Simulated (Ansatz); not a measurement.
**How settings move the G0W0 gap of AlAs (F-43m)**

A 2-atom cell of AlAs started from a crystallographic database, relaxed with r2SCAN; one-shot G0W0 in Ansatz without spin-orbit coupling. No spin polarisation and no zero-point or thermal motion.

```
Al As
1.0
     0.00000    2.83893    2.83893
     2.83893    0.00000    2.83893
     2.83893    2.83893    0.00000
Al As
1 1
Cartesian
  0.0000 0.0000 0.0000
  1.4195 1.4195 1.4195
```

Gaps are read over the mesh points alone. G0W0 here is at a finite number of bands, screening cutoff and k mesh, not at the basis limit.
```tsv
start	potentials	frequency model	mesh	empty bands	screening cutoff (eV)	Kohn-Sham gap (eV)	G0W0 gap (eV)
PBE	PAW	contour deformation	6×6×6	103	100	1.46	2.04
PBE	PAW	contour deformation	6×6×6	250	180	1.46	2.16
PBE	PAW	contour deformation	6×6×6	486	260	1.46	2.20
HSE06	PAW	contour deformation	6×6×6	250	180	2.09	2.46
r2SCAN	PAW	contour deformation	6×6×6	250	180	1.81	2.32
PBE0	PAW	contour deformation	6×6×6	250	180	2.75	2.63
PBE	PAW	Godby-Needs pole	6×6×6	250	180	1.46	2.10
PBE	PAW	contour deformation	8×8×8	74	80	1.46	1.98
PBE	norm-conserving	contour deformation	6×6×6	250	180	1.45	2.16
```

The quasiparticle gap on this mesh is 2.20 eV (Γ to X), against 1.46 eV from PBE: +0.74 eV. Renormalisation factors Z lie between 0.74 and 0.79.

Raising bands and cutoff together moves the gap by +0.12 eV (100 to 180 eV), then +0.04 eV (180 to 260 eV); the last step is still large, so the basis limit isn't reached. Starting from HSE06 (2.09 eV against PBE's 1.46 eV) gives 2.46 eV, +0.30 eV from G0W0@PBE at the same screening cutoff. Starting from r2SCAN (1.81 eV against PBE's 1.46 eV) gives 2.32 eV, +0.16 eV from G0W0@PBE at the same screening cutoff. Starting from PBE0 (2.75 eV against PBE's 1.46 eV) gives 2.63 eV, +0.47 eV from G0W0@PBE at the same screening cutoff. The Godby-Needs plasmon pole differs from contour deformation by -0.06 eV. Norm-conserving potentials (wave cutoff 1143 eV against 420 eV) shift the quasiparticle gap by 0.00 eV and the PBE gap by -0.01 eV. r2SCAN runs take a wave cutoff of 500 eV.
